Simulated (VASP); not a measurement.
# Li (P6_3/mmc) in VASP: reference runs, part 2 of 2

VASP 6.6.1. The steps go on from the part before.

### Step 4. Equation of state, PBE, 20.06 Å³/atom (volume scaled by 0.94)

Input file INCAR:

```
PREC     = Accurate       # precision mode
ENCUT    = 520            # plane-wave cutoff, eV
EDIFF    = 1E-7           # SCF threshold, eV
ISMEAR   = -1             # smearing method
SIGMA    = 0.05           # smearing width, eV
LREAL    = F              # projectors in reciprocal space
LASPH    = T              # aspherical terms in the spheres
NELM     = 60             # most SCF steps
ALGO     = Normal         # electronic algorithm
ISIF     = 2              # what is computed and relaxed
LWAVE    = F              # write WAVECAR
LCHARG   = F              # write CHGCAR
GGA      = PE             # functional
NBANDS   = 10             # bands
```

Input file KPOINTS:

```
regular mesh
0
Gamma
  10 10 5
```

Input file POSCAR:

```
Li
1.0
    3.0474923842      0.0000000000      0.0000000000
   -1.5237461921      2.6392058226      0.0000000000
    0.0000000000      0.0000000000      4.9890320517
Li
2
Direct
    0.6666666667      0.3333333333      0.7500000000
    0.3333333333      0.6666666667      0.2500000000
```

Potentials or basis: VASP PAW PBE potentials, release 64 (Li_sv).

Command:

```bash
$ cat potpaw_PBE.64/Li_sv/POTCAR > POTCAR
$ mpirun -np 1 vasp_std > vasp.out
```

OUTCAR:

```text
PREC = Accurate
   ENCUT = 520
   EDIFF = 1E-7
   ISMEAR = -1
   LREAL = F
   LASPH = T
   NELM = 60
   ISIF = 2
   GGA = PE

 ion  position               nearest neighbor table
   1  0.667  0.333  0.750-
   2  0.333  0.667  0.250-

  LATTYP: Found a hexagonal cell.
 ALAT       =     3.0474923842
 C/A-ratio  =     1.6370941819

  Lattice vectors:

[... 713 lines left out ...]
  band No.  band energies     occupation
      1     -45.8378      2.00000
      2     -45.8359      2.00000
      3       0.8087      0.06971
      4       1.6336      0.00000
      5       4.8634      0.00000
      6       5.5414      0.00000
      7       7.4450      0.00000
      8       8.3608      0.00000
      9      11.2802      0.00000
     10      12.3543      0.00000

 [... further k-points ...]
[... 5 lines left out ...]
  --------------------------------------------------------------------------------------
  -------------------------------------------------------------------------------------
  Total        0.0257579      0.0257579     -0.0273113      0.0000000      0.0000000      0.0000000
  in kB        1.0284637      1.0284637     -1.0904887      0.0000000      0.0000000      0.0000000
  external PRESSURE =       0.3221462 kB  Pullay stress =       0.0000000 kB

 VOLUME and BASIS-vectors are now :
 -----------------------------------------------------------------------------
  energy-cutoff  :      520.00
  volume of cell :       40.13
      direct lattice vectors                 reciprocal lattice vectors
     3.047492384  0.000000000  0.000000000     0.328138638  0.189450931  0.000000000
    -1.523746192  2.639205823  0.000000000     0.000000000  0.378901862  0.000000000
     0.000000000  0.000000000  4.989032052     0.000000000  0.000000000  0.200439682

 POSITION                                       TOTAL-FORCE (eV/Angst)
 -----------------------------------------------------------------------------------
      1.52375      0.87974      3.74177        -0.000000     -0.000000      0.000000
     -0.00000      1.75947      1.24726         0.000000      0.000000      0.000000
 -----------------------------------------------------------------------------------
    total drift:                                0.000000     -0.000000      0.000000

  FREE ENERGIE OF THE ION-ELECTRON SYSTEM (eV)
  ---------------------------------------------------
  free  energy   TOTEN  =        -3.8159963380 eV

  energy  without entropy=       -3.8087322409  energy(sigma->0) =       -3.81236429
```

OSZICAR:

```text
N       E                     dE             d eps       ncg     rms          rms(c)
DAV:   1     0.187277570071E+02    0.18728E+02   -0.31938E+03   840   0.567E+02
DAV:   2    -0.972308998151E+00   -0.19700E+02   -0.19222E+02  1076   0.114E+02
DAV:   3    -0.376844538745E+01   -0.27961E+01   -0.27809E+01  1358   0.330E+01
DAV:   4    -0.381889333948E+01   -0.50448E-01   -0.50403E-01  1118   0.476E+00
DAV:   5    -0.381938054327E+01   -0.48720E-03   -0.48719E-03  1108   0.460E-01    0.305E-01
DAV:   6    -0.381706121680E+01    0.23193E-02   -0.68737E-04  1508   0.117E-01    0.174E-01
DAV:   7    -0.381600612685E+01    0.10551E-02   -0.13493E-03  1570   0.164E-01    0.392E-02
DAV:   8    -0.381600634858E+01   -0.22174E-06   -0.19618E-05   964   0.394E-02    0.266E-03
DAV:   9    -0.381599942083E+01    0.69278E-05   -0.10453E-06  1350   0.976E-03    0.600E-04
DAV:  10    -0.381599643783E+01    0.29830E-05   -0.39338E-08   672   0.161E-03    0.116E-04
DAV:  11    -0.381599628567E+01    0.15217E-06   -0.67630E-09   544   0.790E-04    0.505E-05
DAV:  12    -0.381599633798E+01   -0.52313E-07   -0.11861E-09   486   0.359E-04
   1 F= -.38159963E+01 E0= -.38123643E+01  d E =-.726410E-02
```

Wall time 12 s (1 thread of Intel Xeon Platinum 8488C (Sapphire Rapids), shared host); peak memory 0.15 GiB.

Results:

* Free energy: -3.8160 eV
* Band gap on the k mesh: none (metal or under the smearing width)

Caveat: the cutoff is under 1.25 times the usual one of these potentials, so pressure, stress and relaxed cells hold a basis-set (Pulay) error.

### Step 5. Equation of state, PBE, 20.49 Å³/atom (volume scaled by 0.96)

Input file INCAR:

```
SYSTEM = Li
  PREC = Accurate
  ENCUT = 520
  EDIFF = 1E-7
  ISMEAR = -1
  SIGMA = 0.05
  LREAL = .False.
  LASPH = .True.
  NELM = 100
  ALGO = Normal
  ISIF = 2
  LWAVE = .False.
  LCHARG = .False.
  GGA = PE
  NBANDS = 10
```

Input file KPOINTS:

```
regular mesh
0
Gamma
  10 10 5
  0 0 0
```

Input file POSCAR:

```
Li
1.0
    3.0689543053      0.0000000000      0.0000000000
   -1.5344771526      2.6577923915      0.0000000000
    0.0000000000      0.0000000000      5.0241672378
Li
2
Direct
    0.6666666667      0.3333333333      0.7500000000
    0.3333333333      0.6666666667      0.2500000000
```

Command:

```bash
$ cat potpaw_PBE.64/Li_sv/POTCAR > POTCAR
$ mpirun -np 1 vasp_std > vasp.out
```

Run time: 8.7 s. Hardware: 1 thread of Intel Xeon Platinum 8488C (Sapphire Rapids), shared host; peak memory 0.15 GiB.

The run converged. Its results:

```yaml
Free_energy: -3.8160 eV
Band_gap_on_the_k_mesh: none (metal or under the smearing width)
```

Caveat: the cutoff is under 1.25 times the usual one of these potentials, so pressure, stress and relaxed cells hold a basis-set (Pulay) error.

### Step 6. Equation of state, PBE, 20.92 Å³/atom (volume scaled by 0.98)

Input file INCAR:

```
  PREC = Accurate
  ENCUT = 520
  EDIFF = 1E-7
  ISMEAR = -1
  SIGMA = 0.05
  LREAL = False
  LASPH = True
  NELM = 100
  ALGO = Normal
  ISIF = 2
  LWAVE = False
  LCHARG = False
  GGA = PE
  NBANDS = 10
```

Input file KPOINTS:

```
regular mesh
0
Gamma
  10 10 5
```

Input file POSCAR:

```
Li
1.0
    3.0901201762      0.0000000000      0.0000000000
   -1.5450600881      2.6761225734      0.0000000000
    0.0000000000      0.0000000000      5.0588177620
Li
2
Direct
    0.6666666667      0.3333333333      0.7500000000
    0.3333333333      0.6666666667      0.2500000000
```

Potentials or basis: VASP PAW PBE potentials, release 64 (Li_sv).

Command:

```bash
$ cat potpaw_PBE.64/Li_sv/POTCAR > POTCAR
$ mpirun -np 1 vasp_std > vasp.out
```

Wall time 12 s (1 thread of Intel Xeon Platinum 8488C (Sapphire Rapids), shared host); peak memory 0.15 GiB.

It converged, with:

- Free energy: -3.8145 eV
- Band gap on the k mesh: none (metal or under the smearing width)

Caveat: the cutoff is under 1.25 times the usual one of these potentials, so pressure, stress and relaxed cells hold a basis-set (Pulay) error.

### Step 7. Equation of state, PBE, 21.77 Å³/atom (volume scaled by 1.02)

Input file INCAR:

```
PREC = Accurate ; ENCUT = 520
EDIFF = 1E-7 ; ISMEAR = -1
SIGMA = 0.05 ; LREAL = False
LASPH = True ; NELM = 60
ALGO = Normal ; ISIF = 2
LWAVE = False ; LCHARG = False
GGA = PE ; NBANDS = 10
```

KPOINTS is that of step 6.

Input file POSCAR:

```
Li
1.0
    3.1316032494      0.0000000000      0.0000000000
   -1.5658016247      2.7120479686      0.0000000000
    0.0000000000      0.0000000000      5.1267294598
Li
2
Direct
    0.6666666667      0.3333333333      0.7500000000
    0.3333333333      0.6666666667      0.2500000000
```

Command:

```bash
$ cat potpaw_PBE.64/Li_sv/POTCAR > POTCAR
$ mpirun -np 1 vasp_std > vasp.out
```

Wall time 9.2 s (1 thread of Intel Xeon Platinum 8488C (Sapphire Rapids), shared host); peak memory 0.15 GiB.

It converged, with:

* Free energy: -3.8076 eV
* Band gap on the k mesh: none (metal or under the smearing width)

Caveat: the cutoff is under 1.25 times the usual one of these potentials, so pressure, stress and relaxed cells hold a basis-set (Pulay) error.

### Step 8. Equation of state, PBE, 22.20 Å³/atom (volume scaled by 1.04)

Input file INCAR:

```
ALGO     = Normal         # electronic algorithm
EDIFF    = 1E-7           # SCF threshold, eV
ENCUT    = 520            # plane-wave cutoff, eV
GGA      = PE             # functional
ISIF     = 2              # what is computed and relaxed
ISMEAR   = -1             # smearing method
LASPH    = True           # aspherical terms in the spheres
LCHARG   = False          # write CHGCAR
LREAL    = False          # projectors in reciprocal space
LWAVE    = False          # write WAVECAR
NBANDS   = 10             # bands
NELM     = 100            # most SCF steps
PREC     = Accurate       # precision mode
SIGMA    = 0.05           # smearing width, eV
```

Input file KPOINTS:

```
k-points
0
Gamma
  10 10 5
```

Input file POSCAR:

```
Li
1.0
    3.1519389053      0.0000000000      0.0000000000
   -1.5759694526      2.7296591632      0.0000000000
    0.0000000000      0.0000000000      5.1600208437
Li
2
Direct
    0.6666666667      0.3333333333      0.7500000000
    0.3333333333      0.6666666667      0.2500000000
```

Command:

```bash
$ cat potpaw_PBE.64/Li_sv/POTCAR > POTCAR
$ mpirun -np 1 vasp_std > vasp.out
```

It took 12 s on 1 thread of Intel Xeon Platinum 8488C (Sapphire Rapids), shared host; peak memory 0.15 GiB.

It converged, with:

- Free energy: -3.8025 eV
- Band gap on the k mesh: none (metal or under the smearing width)

Caveat: the cutoff is under 1.25 times the usual one of these potentials, so pressure, stress and relaxed cells hold a basis-set (Pulay) error.

### Step 9. Equation of state, PBE, 22.62 Å³/atom (volume scaled by 1.06)

Input file INCAR:

```
PREC = Accurate
ENCUT = 520
EDIFF = 1E-7
ISMEAR = -1
SIGMA = 0.05
LREAL = F
LASPH = T
NELM = 60
ALGO = Normal
ISIF = 2
LWAVE = F
LCHARG = F
GGA = PE
NBANDS = 10
```

Input file KPOINTS:

```
Automatic mesh
0
Gamma
  10 10 5
```

Input file POSCAR:

```
Li
1.0
    3.1720154906      0.0000000000      0.0000000000
   -1.5860077453      2.7470459960      0.0000000000
    0.0000000000      0.0000000000      5.1928881046
Li
2
Direct
    0.6666666667      0.3333333333      0.7500000000
    0.3333333333      0.6666666667      0.2500000000
```

Potentials or basis: VASP PAW PBE potentials, release 64 (Li_sv).

Command:

```bash
$ cat potpaw_PBE.64/Li_sv/POTCAR > POTCAR
$ mpirun -np 1 vasp_std > vasp.out
```

It took 10 s on 1 thread of Intel Xeon Platinum 8488C (Sapphire Rapids), shared host; peak memory 0.15 GiB.

It converged, with:

```yaml
Free_energy: -3.7962 eV
Band_gap_on_the_k_mesh: none (metal or under the smearing width)
```

Caveat: the cutoff is under 1.25 times the usual one of these potentials, so pressure, stress and relaxed cells hold a basis-set (Pulay) error.

### Step 10. Equation of state, PBE

This step only gathers the single runs of the series.

Results:

```yaml
Equilibrium_volume: 20.27 Å³/atom
Bulk_modulus_at_fixed_shape_and_positions: 13.6 GPa
Pressure_derivative_of_the_bulk_modulus: 2.9
```

Energy against volume, from the lowest point:
```csv
volume (Å³/atom),energy (meV/atom)
20.063,0.00
20.490,0.01
20.917,0.74
21.344,2.16
21.771,4.18
22.198,6.77
22.625,9.89
```

Caveat: the cutoff is under 1.25 times the usual one of these potentials, so pressure, stress and relaxed cells hold a basis-set (Pulay) error; the cell was scaled at fixed shape and fractional positions, which overstates the stiffness of a crystal with free parameters, most of all of layers and chains.

### Step 11. Summary

```tsv
task	cell	gap on the mesh (eV)
single point	as given	none
single point	atoms moved at random, drawn with an rms of 0.05 Å	none
equation of state	as given	-
```

Alike in all rows: level PBE; potentials or basis VASP PAW PBE potentials, release 64 (Li_sv); no spin polarisation; k mesh 10 × 10 × 5; cutoff (eV) 520; smearing fermi-dirac 0.05 eV.

Caveats: the cutoff is under 1.25 times the usual one of these potentials, so pressure, stress and relaxed cells hold a basis-set (Pulay) error; the cell was scaled at fixed shape and fractional positions, which overstates the stiffness of a crystal with free parameters, most of all of layers and chains (some runs).

Total energies depend on the potentials used, so only differences within one code and one set of settings carry meaning.
